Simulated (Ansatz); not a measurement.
LiCl (P-3m1) at 2 levels of theory

One geometry, relaxed with PBE; plane waves with PAW potentials in Ansatz, scalar-relativistic. No spin polarisation. Gaps are the least over mesh and band path; pressure is positive in compression.

```yaml
crystal:
  lattice:
    - [4.18365, 0.00085, -0.12799]
    - [2.09167, 3.62712, -0.06430]
    - [0.32359, 0.00088, 10.57873]
  atoms:
    - { symbol: Li, position: [0.16675, 0.16662, 0.87463] }
    - { symbol: Li, position: [0.16652, 0.16674, 0.37431] }
    - { symbol: Li, position: [0.83325, 0.83338, 0.12537] }
    - { symbol: Li, position: [0.83348, 0.83326, 0.62569] }
    - { symbol: Cl, position: [0.16648, 0.16685, 0.12498] }
    - { symbol: Cl, position: [0.16668, 0.16674, 0.62511] }
    - { symbol: Cl, position: [0.83352, 0.83315, 0.87502] }
    - { symbol: Cl, position: [0.83332, 0.83326, 0.37489] }
```

| level | cutoff (eV) | k mesh | gap (eV) | pressure (GPa) |
| --- | --- | --- | --- | --- |
| PBE | 420 | 6×6×2 | 5.57 | 0.0 |

What comes out on the same cell with PBEsol?

```tsv
level	cutoff (eV)	k mesh	gap (eV)	pressure (GPa)
PBEsol	420	6×6×2	5.38	-1.1
```

It was reached by relaxing an invented guess, and it needn't be the stable form of this composition.
